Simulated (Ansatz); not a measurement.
Wanted: the native input for an Ansatz 0.2.0 run.

```yaml
Task: single point
Functional: PBE
Potentials_or_basis: Ansatz PAW
Cutoff: "420 eV (not typed: the program's choice for these potentials)"
k_mesh: 16 × 9 × 7
Occupations: fermi-dirac, width 0.05 eV
Spin: no spin polarisation
```

Crystal: B.

```
B
1.0
     1.62456    0.00000    0.00000
     0.00000    2.86615    0.00000
     0.00000    0.00000    3.91440
B
2
Direct
  0.00000 0.50000 0.60926
  0.50000 0.00000 0.39074
```

The cell was built by a generator and needn't be a form met in nature.

The input as run:

input.yaml

```yaml
crystal:
  lattice:
    - [1.62456, 0.0, 0.0]
    - [0.0, 2.86615, 0.0]
    - [0.0, 0.0, 3.9144]
  atoms:
    - { symbol: B, position: [0.0, 0.5, 0.60926] }
    - { symbol: B, position: [0.5, 0.0, 0.39074] }
hamiltonian:
  xc: pbe
  pseudopotentials: { kind: paw }
kpoints:
  mp_grid: { grid: [16, 9, 7] }
scf:
  occupations: { method: fermi_dirac, width: 0.05 }
output:
  forces: true
  stress: true
  eigenvalues: true
```

Potentials or basis: Ansatz PAW.

Command:

```console
$ ansatz run input.yaml --threads 2 --pin off --max-ram 5632MiB --backend cpu --events-out ev --progress --plain --runs-dir out
```

Results of the run:

```
Pressure               : 0.1 GPa
Largest force          : 0.008 eV/Å
Band gap on the k mesh : none (metal or under the smearing width)
```

Caveat: this functional lacks dispersion, which binds the layers, so the pressure and a relaxed spacing across them are unreliable.

Run time: 2.1 s on 2 threads of Intel(R) Xeon(R) Processor @ 2.50GHz (Skylake/Cascade Lake) (shared host), peak memory 0.31 GiB.
